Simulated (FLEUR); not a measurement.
# Fe (Im-3m) in FLEUR: notebook

The runs below take Fe through single point, with PBEsol.

All numbers are computed with FLEUR MaX-R8.1 (later development tree); they aren't measurements. Logs are shortened: lines on timing, memory, paths and dates and some standing lists are left out, and cuts for length are marked.

### 1 The crystal as given

It takes space group Im-3m (No. 229, cubic). The conventional cell has a = 2.886 Å, b = 2.886 Å, c = 2.886 Å, α = 90.00°, β = 90.00°, γ = 90.00°. Fe (site symmetry m-3m) is surrounded by 8 Fe at 2.50 Å.

### 2 Single point, PBEsol, collinear spin, ferromagnetic start

inp.xml

```xml
<?xml version="1.0" encoding="UTF-8" standalone="no"?>
<fleurInput fleurInputVersion="0.39">
   <comment>
      Fe                                                                                                  
   </comment>
   <calculationSetup>
      <cutoffs Kmax="4.58" Gmax="14.2" GmaxXC="14.2" numbands="0"/>
      <scfLoop itmax="60" minDistance="0.00001" maxIterBroyd="15" imix="Anderson" alpha="0.05" precondParam="0.0" spinf="2.0" sdNocoIR="T"/>
      <coreElectrons ctail="T" frcor="F" kcrel="0" coretail_lmax="0"/>
      <xcFunctional name="PBEs" relativisticCorrections="F"/>
      <magnetism jspins="2"/>
      <soc l_soc="F" theta="0.0" phi="0.0" spav="F"/>
      <expertModes spex="0" secvar="F"/>
      <geometryOptimization l_f="T" forcealpha="1.0" forcemix="BFGS" epsdisp="0.0005" epsforce="0.0002"/>
      <ldaU l_linMix="F" mixParam="0.05" spinf="1.0"/>
   </calculationSetup>
   <cell>
      <bzIntegration valenceElectrons="16.0" mode="hist" fermiSmearingEnergy="0.00183747">
         <kPointListSelection listName="default-1"/>
         <!-- k-points included here -->
         <xi:include xmlns:xi="http://www.w3.org/2001/XInclude" href="kpts.xml"> </xi:include>
      </bzIntegration>
      <!-- symmetry operations included here -->
      <xi:include xmlns:xi="http://www.w3.org/2001/XInclude" href="sym.xml"> </xi:include>
      <bulkLattice scale="1.0">
         <bravaisMatrix>
            <row-1>   -2.7268747977977998     2.7268747977977998     2.7268747977977998</row-1>
            <row-2>    2.7268747977977998    -2.7268747977977998     2.7268747977977998</row-2>
            <row-3>    2.7268747977977998     2.7268747977977998    -2.7268747977977998</row-3>
         </bravaisMatrix>
      </bulkLattice>
   </cell>
   <atomSpecies>
      <species name="Iron (Fe) 3.000" element="Fe" atomicNumber="26">
         <mtSphere radius="2.14" gridPoints="725" logIncrement="0.017"/>
         <atomicCutoffs lmax="9" lnonsphr="9"/>
         <electronConfig flipSpins="F">
            <coreConfig>(1s1/2) (2s1/2) (2p1/2) (2p3/2)</coreConfig>
            <valenceConfig>(3s1/2) (3p1/2) (3p3/2) (4s1/2) (3d3/2) (3d5/2)</valenceConfig>
            <stateOccupation state="(3d3/2)" spinUp="1.5" spinDown="0.9"/>
            <stateOccupation state="(3d5/2)" spinUp="3.0" spinDown="0.6"/>
         </electronConfig>
         <energyParameters s="4" p="4" d="3" f="4"/>
         <lo type="SCLO" l="0" n="3" eDeriv="0"/>
         <lo type="SCLO" l="1" n="3" eDeriv="0"/>
         <lo type="SCLO" l="1" n="3" eDeriv="1"/>
         <lo type="SCLO" l="2" n="3" eDeriv="2"/>
         <lo type="SCLO" l="3" n="4" eDeriv="2"/>
      </species>
   </atomSpecies>
   <atomGroups>
      <atomGroup species="Iron (Fe) 3.000">
         <relPos label="                   1">.0000000000 .0000000000 .0000000000</relPos>
         <force calculate="T" relaxXYZ="TTT"/>
      </atomGroup>
   </atomGroups>
   <output dos="F" band="F" slice="F">
      <checks vchk="F" cdinf="F"/>
      <bandDOS minEnergy="-.5*Htr" maxEnergy="0.5*Htr" sigma="0.015" storeEVData="T"/>
      <vacuumDOS vacdos="F" integ="F" star="F" nstars="0" locx1="0.0" locy1="0.0" locx2="0.0" locy2="0.0" nstm="0" tworkf="0.0"/>
      <unfoldingBand unfoldBand="F" supercellX="1" supercellY="1" supercellZ="1"/>
      <plotting iplot="0" polar="F">
         <plot TwoD="T" vec1="  1.0  0.0  0.0" vec2="  0.0  1.0  0.0" vec3="  0.0  0.0  1.0" zero="  0.0  0.0  0.0" file="plot"/>
      </plotting>
      <chargeDensitySlicing numkpt="0" minEigenval="0.0" maxEigenval="0.0" nnne="0" pallst="F"/>
      <specialOutput eonly="F"/>
      <moessbauerParams electricFieldGradient="T" isomerShift="T" coreHyperfine="T" valenceHyperfine="T"/>
      <magneticCircularDichroism mcd="F" energyLo="-10.0" energyUp="0.0"/>
   </output>
  <!-- We include the file relax.xml here to enable relaxations (see documentation) -->
  <xi:include xmlns:xi="http://www.w3.org/2001/XInclude" href="relax.xml"> <xi:fallback/> </xi:include>
</fleurInput>
```

crystal.txt

```
Fe
&input cartesian=F /
-1.4430000000  1.4430000000  1.4430000000
1.4430000000  -1.4430000000  1.4430000000
1.4430000000  1.4430000000  -1.4430000000
1.8897261246
1.0 1.0 1.0

1
26 0.0000000000  0.0000000000  0.0000000000 : 3.000

&kpt div1=13 div2=13 div3=13 gamma=T /
```

Potentials or basis: all-electron, FLAPW.

Started as:

```console
inpgen -f crystal.txt -profile fastHighL
# inp.xml edited to the form shown
fleur_MPI
```

Output:

```text
Welcome to FLEUR        (www.flapw.de)
      MaX-Release 8.1          (www.max-centre.eu)

 ========== k-point set info ==========
 Selected k-point list: default-1
 k-point list type: mesh
 13 x 13 x 13
 Number of k points: 84

 ------------Calculation Setup---------------------------
 Number of MPI-tasks      :            1
 Number of PE/node        :            1
 Number of OMP-threads    :            1
 Most efficient MPI parallelization for:
           1           2           3           4           6           7          12          14          21          28          42          84
 Additional eigenvalue parallelization possible
 Number of basis functions:          176
 Approximate size of matrices (H+S) per k-point:         0.000 GB
 --------------------------------------------------------
 Iteration:     1   Distance:      10.75196206 me/bohr^3
 Iteration:     2   Distance:       9.95835983 me/bohr^3
 Iteration:     3   Distance:       6.25036168 me/bohr^3
 Iteration:     4   Distance:       6.13012738 me/bohr^3
 Iteration:     5   Distance:       2.84331337 me/bohr^3
 Iteration:     6   Distance:       3.59998988 me/bohr^3
 Iteration:     7   Distance:       1.96112551 me/bohr^3
 Iteration:     8   Distance:       1.59798269 me/bohr^3
 Iteration:     9   Distance:       0.08628548 me/bohr^3
 Iteration:    10   Distance:       0.09796661 me/bohr^3
 Iteration:    11   Distance:       0.15222030 me/bohr^3
 Iteration:    12   Distance:       0.08349871 me/bohr^3
 Iteration:    13   Distance:       0.04320133 me/bohr^3
 Iteration:    14   Distance:       0.00133992 me/bohr^3
 Iteration:    15   Distance:       0.00313990 me/bohr^3
 Iteration:    16   Distance:       0.00302401 me/bohr^3
 Iteration:    17   Distance:       0.00174159 me/bohr^3
 Iteration:    18   Distance:       0.00059379 me/bohr^3
 Iteration:    19   Distance:       0.00011064 me/bohr^3
 Iteration:    20   Distance:       0.00009854 me/bohr^3
 Iteration:    21   Distance:       0.00001378 me/bohr^3
 Iteration:    22   Distance:       0.00000203 me/bohr^3

 ********************************************************************
 Run finished successfully
 Stop message:
   Structural relaxation: Done
 ********************************************************************
```

Wall time 70 s (1 thread of Arm Neoverse V2, shared host); peak memory 0.06 GiB.

Results:

* Free energy: -34603.1284 eV
* Band gap on the k mesh: none (metal or under the smearing width)
* Net moment: 2.26 μB per cell
* Site moments: Fe +2.31 μB
* Valence electrons inside the program's atomic spheres: Fe 14.42 (radii Fe 2.14 bohr)

Core levels (eV from the Fermi level):
```csv
atom,levels
1 Fe,"1s1/2 -6982.9, 2s1/2 -811.9, 2p1/2 -699.3, 2p3/2 -686.8"
```

### 3 Single point, PBEsol, collinear spin, ferromagnetic start (cell strained at random at fixed volume)

Changes to inp.xml since step 2:

```diff
@@ -26,5 +26,5 @@
          <bravaisMatrix>
-            <row-1>   -2.7268747977977998     2.7268747977977998     2.7268747977977998</row-1>
-            <row-2>    2.7268747977977998    -2.7268747977977998     2.7268747977977998</row-2>
-            <row-3>    2.7268747977977998     2.7268747977977998    -2.7268747977977998</row-3>
+            <row-1>   -2.7996916145570117     2.7103170174940545     2.7571274233265211</row-1>
+            <row-2>    2.7732241104558639    -2.7041300541621140     2.7244729558934333</row-2>
+            <row-3>    2.7467887316988344     2.6512252815778128    -2.7509404599945810</row-3>
          </bravaisMatrix>
@@ -34,3 +34,3 @@
       <species name="Iron (Fe) 3.000" element="Fe" atomicNumber="26">
-         <mtSphere radius="2.14" gridPoints="725" logIncrement="0.017"/>
+         <mtSphere radius="2.14" gridPoints="717" logIncrement="0.017"/>
          <atomicCutoffs lmax="9" lnonsphr="9"/>
```

crystal.txt

```
Fe
&input cartesian=F /
-1.4815330000  1.4342380000  1.4590090000
1.4675270000  -1.4309640000  1.4417290000
1.4535380000  1.4029680000  -1.4557350000
1.8897261246
1.0 1.0 1.0

1
26 -0.0127860000  -0.0069470000  -0.0146850000 : 3.000

&kpt div1=13 div2=13 div3=13 gamma=T /
```

Potentials or basis: all-electron, FLAPW.

Started as:

```console
inpgen -f crystal.txt -profile fastHighL
# inp.xml edited to the form shown
fleur_MPI
```

Output:

```text
Welcome to FLEUR        (www.flapw.de)
      MaX-Release 8.1          (www.max-centre.eu)

 ========== k-point set info ==========
 Selected k-point list: default-1
 k-point list type: mesh
 13 x 13 x 13
 Number of k points: 1099

 ------------Calculation Setup---------------------------
 Number of MPI-tasks      :            1
 Number of PE/node        :            1
 Number of OMP-threads    :            1
 Most efficient MPI parallelization for:
           1           7         157        1099
 Additional eigenvalue parallelization possible
 Number of basis functions:          177
 Approximate size of matrices (H+S) per k-point:         0.000 GB
 --------------------------------------------------------
 Iteration:     1   Distance:      10.86923650 me/bohr^3
 Iteration:     2   Distance:      10.05098195 me/bohr^3
 Iteration:     3   Distance:       6.42038704 me/bohr^3
 Iteration:     4   Distance:       4.38657630 me/bohr^3
 Iteration:     5   Distance:       2.68665115 me/bohr^3
 Iteration:     6   Distance:       1.94921289 me/bohr^3
 Iteration:     7   Distance:       1.16962050 me/bohr^3
 Iteration:     8   Distance:       1.16204371 me/bohr^3
 Iteration:     9   Distance:       0.42576150 me/bohr^3
 Iteration:    10   Distance:       0.35249436 me/bohr^3
[... 4 lines left out ...]
 Iteration:    15   Distance:       0.00324611 me/bohr^3
 Iteration:    16   Distance:       0.00310985 me/bohr^3
 Iteration:    17   Distance:       0.00182085 me/bohr^3
 Iteration:    18   Distance:       0.00112515 me/bohr^3
 Iteration:    19   Distance:       0.00048992 me/bohr^3
 Iteration:    20   Distance:       0.00019795 me/bohr^3
 Iteration:    21   Distance:       0.00020182 me/bohr^3
 Iteration:    22   Distance:       0.00005148 me/bohr^3
 Iteration:    23   Distance:       0.00001479 me/bohr^3
 Iteration:    24   Distance:       0.00000514 me/bohr^3

 ********************************************************************
 Run finished successfully
 Stop message:
   Structural relaxation: Done
 ********************************************************************
```

out.xml (last iteration):

```text
<iteration numberForCurrentRun="   25" overallNumber="   25">
         <energyParameters units="Htr">
            <atomicEP atomType="1" spin="1" branch="4s" branchLowest="-2.83" branchHighest="2.37" value="0.2111262734"/>
            <atomicEP atomType="1" spin="1" branch="4p" branchLowest="-1.56" branchHighest="2.99" value="0.3402297658"/>
            <atomicEP atomType="1" spin="1" branch="3d" branchLowest="-9.99" branchHighest="0.48" value="0.2983144605"/>
[... 102 lines left out ...]
            <freeEnergy value="-1271.6414081692"/>
            <extrapolationTo0K value="-1271.6412206557"/>
         </totalEnergy>
         <totalForcesOnRepresentativeAtoms units="Htr/bohr">
            <forceTotal atomType="1" x="0.000000" y="0.000000" z="0.000000" F_x="0.00000000" F_y="0.00000000" F_z="0.00000000"/>
         </totalForcesOnRepresentativeAtoms>
      </iteration>
```

It took 30 min on 1 thread of Arm Neoverse V2, shared host; peak memory 0.12 GiB.

What came out:

| Property | Result |
| --- | --- |
| Free energy | -34603.1255 eV |
| Band gap on the k mesh | none (metal or under the smearing width) |
| Net moment | 2.27 μB per cell |
| Site moments | Fe +2.32 μB |
| Valence electrons inside the program's atomic spheres | Fe 14.42 (radii Fe 2.14 bohr) |

Core levels (eV from the Fermi level):
| atom | levels |
| --- | --- |
| 1 Fe | 1s1/2 -6982.9, 2s1/2 -811.9, 2p1/2 -699.3, 2p3/2 -686.8 |
